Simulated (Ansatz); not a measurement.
## SiC (Moissanite): equation of state with r2SCAN+D3(BJ)

The system is SiC (Moissanite).

```xyz
4
Lattice="3.0760 0.0000 0.0000 -1.5380 2.6639 0.0000 0.0000 0.0000 5.0480" Properties=species:S:1:pos:R:3 pbc="T T T"
Si    1.5380    0.8880    2.5240
Si    0.0000    1.7759    0.0000
C     1.5380    0.8880    4.4675
C     0.0000    1.7759    1.9435
```

```json
{"Program": "Ansatz 0.2.0", "Task": "equation of state", "Functional": "r2SCAN", "Dispersion": "D3(BJ)", "Potentials or basis": "Ansatz PAW", "Cutoff": "500 eV", "Density cutoff": "2000 eV", "k mesh": "10 × 10 × 5", "Occupations": "fermi-dirac, width 0.05 eV", "Spin": "no spin polarisation"}
```

| Property | Result |
| --- | --- |
| Equilibrium volume | 10.25 Å³/atom |
| Bulk modulus at fixed shape and positions | 231 GPa |
| Pressure derivative of the bulk modulus | 3.9 |

Energy against volume, from the lowest point:
| volume (Å³/atom) | energy (meV/atom) |
| --- | --- |
| 9.721 | 20.92 |
| 9.927 | 7.13 |
| 10.134 | 0.38 |
| 10.341 | 0.00 |
| 10.548 | 5.40 |
| 10.755 | 16.03 |
| 10.961 | 31.40 |

All runs of the series together: 58 s on 2 threads of Intel(R) Xeon(R) Processor @ 2.50GHz (Skylake/Cascade Lake), on a shared host.

Caveat: the cell was scaled at fixed shape and fractional positions, which overstates the stiffness of a crystal with free parameters, most of all of layers and chains; the PAW data sets were made with another functional, which shifts forces and pressure a little.
